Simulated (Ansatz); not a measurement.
Al3Ni2 under pressure: fit and missing row

Al3Ni2, P-3m1, a = 4.003 Å, c = 4.859 Å. Ansatz: PBEsol, PAW, 420 eV, Γ-centred 12×12×8 mesh on 5 atoms, Gaussian smearing 0.10 eV; no spin polarisation. Cell and atoms are relaxed at each pressure, and no other structure is tried, so the rows at high pressure may lie past a change of phase.

| V (Å³/atom) | P (GPa) |
| --- | --- |
| ? | 59.99 |
| 11.583 | 30.01 |
| 12.360 | 15.00 |
| 12.824 | 8.01 |
| 13.218 | 3.01 |
| 13.488 | 0.00 |
| 13.788 | -2.99 |

Problem. Take V0 = 13.488 Å³/atom, fit the third-order Birch–Murnaghan form to the other rows, and predict the missing volume.

Solution. With the Eulerian strain f = ½[(V0/V)^(2/3) − 1] and y = P/[3f(1 + 2f)^(5/2)], the form is the line y = B0 + 1.5 B0 (B0′ − 4) f. Rows (f, y): 0.05342, 145.3; 0.02998, 144.2; 0.01711, 143.5; 0.00679, 142.9; -0.00728, 142.0. Means f = 0.02000, y = 143.58; Σ(Δf)² = 0.002144, ΣΔfΔy = 0.1160; the slope is their ratio. y = 142.5 + 54.11 f GPa, so B0 = 142.5 GPa and B0′ = 4 + 2 × (54.11)/(3 × 142.5) = 4.25. P = 59.99 GPa is met at f = 0.08980 (y = 147.36), so V = V0 (1 + 2f)^(−3/2) = 10.528 Å³/atom. The run gave 10.518 Å³/atom, so the fit is 0.010 Å³/atom too high, 0.31 % of the span of the series, against an rms of 0.0005 Å³/atom on the fitted rows. The row lies outside the fitted range. The points of y bend away from a line: a fourth-order term fitted to them gives P = 60.02 GPa at this row's volume (the line 60.34, the run 59.99).